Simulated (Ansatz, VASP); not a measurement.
# KBr: VASP beside Ansatz

```
K Br
1.0
     0.00000    3.29250    3.29250
     3.29250    0.00000    3.29250
     3.29250    3.29250    0.00000
K Br
1 1
Direct
  0.00000 0.00000 0.00000
  0.50000 0.50000 0.50000
```

Alike in both runs: task single point; functional PBE; k mesh 6 × 6 × 6; occupations gaussian, width 0.1 eV; no spin polarisation.

|  | VASP | Ansatz |
| --- | --- | --- |
| version | VASP 6.6.1 | Ansatz 0.2.0 |
| potentials or method | VASP PAW PBE potentials, release 64 (K_sv, Br) | scalar-relativistic, plane waves, PAW |
| plane-wave cutoff (eV) | 520 | 420 |
| valence electrons in the cell | 16 | 16 |

|  | VASP | Ansatz | Ansatz less VASP |
| --- | --- | --- | --- |
| gap on the k mesh at the Fermi level (eV) | 4.45 | 4.45 | +0.001 |
| least direct gap on the mesh (eV) | 4.45 | 4.45 | +0.001 |
| pressure (GPa) | 0.9 | 0.8 | -0.04 |

With one functional, cell and mesh, what is left measures potentials, basis and numerics.

As with any semilocal functional, this PBE gap is likely too small.
